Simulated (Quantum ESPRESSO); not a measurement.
# Mn3Si under changes of volume

One of the cells (11.709 Å³/atom); the others are scaled copies at fixed shape and fractional positions:

```
Mn Si
1.0
     0.00000    2.86100    2.86100
     2.86100    0.00000    2.86100
     2.86100    2.86100    0.00000
Mn Si
3 1
Direct
  0.75000 0.75000 0.75000
  0.25000 0.25000 0.25000
  0.50000 0.50000 0.50000
  0.00000 0.00000 0.00000
```

| Quantity | Value |
| --- | --- |
| Program | Quantum ESPRESSO 7.5 |
| Functional | LDA |
| Potentials or basis | GBRV 1.5 LDA |
| Cutoff | 612 eV |
| Density cutoff | 4898 eV |
| k mesh | 8 × 8 × 8 |
| Occupations | fermi-dirac, width 0.05 eV |
| Spin | collinear spin, ferromagnetic start |
| Starting moments | [4.0, 4.0, 4.0, 0.0] μB |

```csv
volume (Å³/atom),energy over the lowest point (meV/atom),pressure (GPa),moment (μB per cell)
11.007,0.00,-13.7,1.19
11.241,22.05,-17.3,1.11
11.475,49.00,-20.5,1.06
11.709,80.38,-23.4,1.04
11.943,?,?,?
12.177,154.80,-28.3,1.02
12.412,197.03,-30.3,1.01
```

Problem. What does the run at 11.943 Å³/atom give?

Solution. Energy over the lowest point 115.81 meV/atom; pressure -26.0 GPa; moment 1.03 μB per cell.

Worked out: A Birch-Murnaghan fit of order 3 (a polynomial in V^(-2/3)) to the other rows has no minimum within the range. It gives 115.82 meV/atom at 11.943 Å³/atom, against the run's 115.81, and -dE/dV = -25.5 GPa, against -26.0. A parabola through the other rows of the moment, of slope -0.0541 μB per Å³/atom there, gives 1.01 μB, against the run's 1.03.

Energies are extrapolated to zero smearing.

Caveats: the cell as given lies far from equilibrium (some runs).
